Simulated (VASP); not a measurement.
Here is a VASP 6.6.1 calculation.

INCAR

```
ALGO = Normal ; EDIFF = 1E-6
ENCUT = 450 ; GGA = CA
ICORELEVEL = 1 ; ISIF = 2
ISMEAR = -1 ; LASPH = T
LCHARG = F ; LREAL = F
LWAVE = F ; NELM = 60
PREC = Accurate ; SIGMA = 0.05
```

The input KPOINTS:

```
k-points
0
Gamma
  8 4 1
```

The input POSCAR:

```
C                                       
1.0
    2.5222498885      0.0000000000      0.0000000000
    0.0000000000      5.0444997770      0.0000000000
    0.0000000000      0.0000000000     19.8257500000
  C             
    20
Direct
     0.0000000000000000    0.1140819477719730    0.6913862252174806
     0.0000000000000000    0.3859180522280269    0.6913862252174805
     0.5000000000000000    0.0187217438393381    0.6577854009884775
     0.5000000000000000    0.4812782561606619    0.6577854009884775
     0.5000000000000000    0.2500000000000000    0.6041942409977515
     0.5000000000000000    0.7500000000000000    0.6184050146687338
     0.0000000000000000    0.2500000000000000    0.5622030119884003
     0.0000000000000000    0.7500000000000000    0.5714584842833178
     0.0000000000000000    0.9907247748784741    0.5222324364416199
     1.0000000000000000    0.5092752251215259    0.5222324364416199
     0.5000000000000000    0.9907247748784741    0.4777675635583798
     0.5000000000000000    0.5092752251215259    0.4777675635583798
     0.5000000000000000    0.2500000000000000    0.4377969880115994
     0.5000000000000000    0.7500000000000000    0.4285415157166821
     0.0000000000000000    0.2500000000000000    0.3958057590022486
     0.0000000000000000    0.7500000000000000    0.3815949853312663
     1.0000000000000000    0.0187217438393381    0.3422145990115222
     0.0000000000000000    0.4812782561606619    0.3422145990115221
     0.5000000000000000    0.1140819477719730    0.3086137747825194
     0.5000000000000000    0.3859180522280269    0.3086137747825194
```

Potentials or basis: VASP PAW LDA potentials, release 64 (C).

Launch:

```console
$ cat potpaw_LDA.64/C/POTCAR > POTCAR
$ mpirun -np 1 vasp_std > vasp.out
```

(1) Estimate the largest force.

(2) Predict the band gap on the k mesh.

## Answers

(1) 0.004 eV/Å.

(2) 1.34 eV, indirect (least direct gap 2.04 eV).
